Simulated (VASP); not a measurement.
## VASP inputs for BaF2 (strained fluorite)

INCAR

```
PREC = Accurate
LREAL = .FALSE.
LASPH = .TRUE.
IBRION = -1
GGA = PE
NSW = 0
LWAVE = .FALSE.
ISMEAR = -1
ISIF = 2
SIGMA = 0.02
ENCUT = 520
LCHARG = .FALSE.
NBANDS = 19
NELM = 120
EDIFF = 1E-7
```

KPOINTS

```
KPOINTS created by Atomic Simulation Environment
0
Gamma
8 8 8
0 0 0
```

KPOINTS_OPT

```
special points
7
Reciprocal
0.0000000000 0.0000000000 0.0000000000 1
0.5000000000 0.0000000000 0.5000000000 1
0.6250000000 0.2500000000 0.6250000000 1
0.3750000000 0.3750000000 0.7500000000 1
0.5000000000 0.5000000000 0.5000000000 1
0.5000000000 0.2500000000 0.7500000000 1
0.2291670000 0.2291670000 0.4583330000 1
```

POSCAR

```
Ba F
 1.0000000000000000
     0.0000000000000000    3.1126495906999998    3.0829897901000001
     3.1126495906999998    0.0000000000000000    3.0829897901000001
     3.1126495906999998    3.1126495906999998    0.0000000000000000
 Ba  F
   1   2
Cartesian
  0.0000000000000000  0.0000000000000000  0.0000000000000000
  1.5563247953499999  1.5563247953499999  1.5414948950500000
  4.6689743860499995  4.6689743860499995  4.6244846851499997
```

VASP ran with the recommended PBE PAW datasets (24 valence electrons in the cell).

Task: Estimate the main results of this run.

Result: gap between bands v and c 6.74 eV; least direct gap 6.81 eV; pressure 2.2 GPa.

Band v is the last that the valence electrons fill when counted band by band, and c is the next. Levels in eV from the top of v:

```
point    v−1      v     c   c+1
    Γ  -0.10  -0.07  6.74  9.11
    X  -0.34  -0.15  7.22  8.94
    K  -0.20  -0.17  7.51  9.38
    L  -0.19  -0.18  9.07  9.14
    W  -0.31  -0.18  7.52  9.78
```
